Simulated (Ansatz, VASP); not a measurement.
# V in VASP and in Ansatz

```
V
1.0
    -1.44401    1.44401    1.44401
     1.44401   -1.44401    1.44401
     1.44401    1.44401   -1.44401
V
1
Cartesian
  0.0000 0.0000 0.0000
```

Alike in both runs: functional PBE; k mesh 20 × 20 × 20; occupations gaussian, width 0.1 eV; no spin polarisation.

Ansatz relaxed the structure, and its values are those at the end. VASP's run is a single point on that final structure, the one shown.

|  | VASP | Ansatz |
| --- | --- | --- |
| version | VASP 6.6.1 | Ansatz 0.2.0 |
| potentials or method | VASP PAW PBE potentials, release 64 (V_sv) | scalar-relativistic, plane waves, PAW |
| plane-wave cutoff (eV) | 520 | 420 |
| valence electrons in the cell | 13 | 13 |

```tsv
	VASP	Ansatz	Ansatz less VASP
gap on the k mesh at the Fermi level (eV)	none	none	-
pressure (GPa)	25.7	25.0	-0.65
```

A gap of «none» marks a metal or a gap that the smearing closes.

Caveats: so large a pressure means that the cell lies far from this level's equilibrium, or that cutoff or potentials fall short (VASP).
